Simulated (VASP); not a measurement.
Write the native input for VASP 6.6.1 that does the following.

```yaml
Task: single point
Functional: PBEsol
Potentials_or_basis: VASP PAW PBE potentials, release 64 (Pt)
Cutoff: 520 eV
k_mesh: 16 × 16 × 8
Occupations: gaussian, width 0.1 eV
Spin: no spin polarisation
Dipole_correction: no
Further_INCAR_settings: ALGO = Fast; EDIFF = 1e-06; NBANDS = 17
```

The structure of Pt lies in POSCAR:

```
Pt
1.0
    1.4797867245     -2.6392564416      0.0000000000
    1.4797867245      2.6392564416      0.0000000000
    0.0000000000      0.0000000000      5.1215827674
Pt
2
Direct
    0.6711966684      0.3288033316      0.2500000000
    0.3288033316      0.6711966684      0.7500000000
```

This isn't the form of Pt at room conditions, which is fcc.

The cell isn't the ideal one: Au replaced by Pt, lengths x 1.000, strained and moved within the space group.

One way to write it, as run:

INCAR

```
SYSTEM = Pt
PREC = Accurate
ENCUT = 520
EDIFF = 1E-6
ISMEAR = 0
SIGMA = 0.1
LREAL = .FALSE.
LASPH = .TRUE.
NELM = 100
ALGO = Fast
ISIF = 2
LWAVE = .FALSE.
LCHARG = .FALSE.
GGA = PS
NBANDS = 17
```

KPOINTS

```
regular mesh
0
G
  16 16 8
  0 0 0
```

Potentials or basis: VASP PAW PBE potentials, release 64 (Pt).

The run is started by

```console
$ cat potpaw_PBE.64/Pt/POTCAR > POTCAR
$ mpirun -np 1 vasp_std > vasp.out
```

Results of the run:

The pressure is -36.6 GPa. The largest force is 0.060 eV/Å and the band gap on the k mesh is none (metal or under the smearing width).

Caveat: the cell as given lies far from equilibrium; so large a pressure means that the cell lies far from this level's equilibrium, or that cutoff or potentials fall short; the potentials were made for another functional, which shifts forces and pressure.

It took 61 s on 1 thread of Intel(R) Xeon(R) 6975P-C (Granite Rapids) (shared host), peak memory 0.32 GiB.
